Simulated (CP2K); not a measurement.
Zn, 2 atoms in the cell. The structure is hexagonal, space group P6_3/mmc (No. 194). Conventional cell: a = 2.670 Å, b = 2.670 Å, c = 4.966 Å, α = 90.00°, β = 90.00°, γ = 120.00°. Zn (site symmetry -6m2) is surrounded by 12 Zn at 2.67 to 2.92 Å. 

```yaml
Program: CP2K 2026.2
Task: single point
Functional: PBE
Potentials_or_basis: POTENTIAL_UZH Zn GTH-PBE-q12; TZVP-MOLOPT-PBE-GTH basis
Density_cutoff: 6123 eV
k_mesh: 11 × 11 × 6
Occupations: fermi-dirac, width 0.05 eV
Spin: no spin polarisation
SCF_solver: diagonalisation with k points
Quickstep_method: GPW
EPS_DEFAULT: 1.0E-10
EPS_SCF: 1.0E-6
MAX_SCF: 100
SCF_GUESS: ATOMIC
k_points_reduced_by_the_point_group: yes
Mesh_centred_on_Gamma: yes
CHOLESKY: OFF
EPS_EIGVAL: 1.0E-7
MIXING_METHOD: BROYDEN_MIXING
MIXING_ALPHA: 0.4
NBUFFER: 8
NGRIDS: 4
Basis_sets: Zn TZVP-MOLOPT-PBE-GTH-q12
Potentials: Zn GTH-PBE-q12 of POTENTIAL_UZH
ADDED_MOS: "[10]"
REL_CUTOFF_Ry: 60 Ry
MIXING_BETA_1/bohr: 1.5 1/bohr
CUTOFF_of_the_grids: 450 Ry
```

Potentials or basis: POTENTIAL_UZH Zn GTH-PBE-q12; TZVP-MOLOPT-PBE-GTH basis.

The run is started by

```bash
$ OMP_NUM_THREADS=1 cp2k.psmp -i zn_scf.inp -o zn_scf.out
```

Hardware: 1 thread of Arm Neoverse V1, on a shared host.

Estimate the wall time of this run.

Wall time 3.6 min on 1 thread of Arm Neoverse V1, on a shared host, peak memory 0.46 GiB. Counts: scf iterations 12, k points 64, basis 68, bands 22, force evaluations 1.
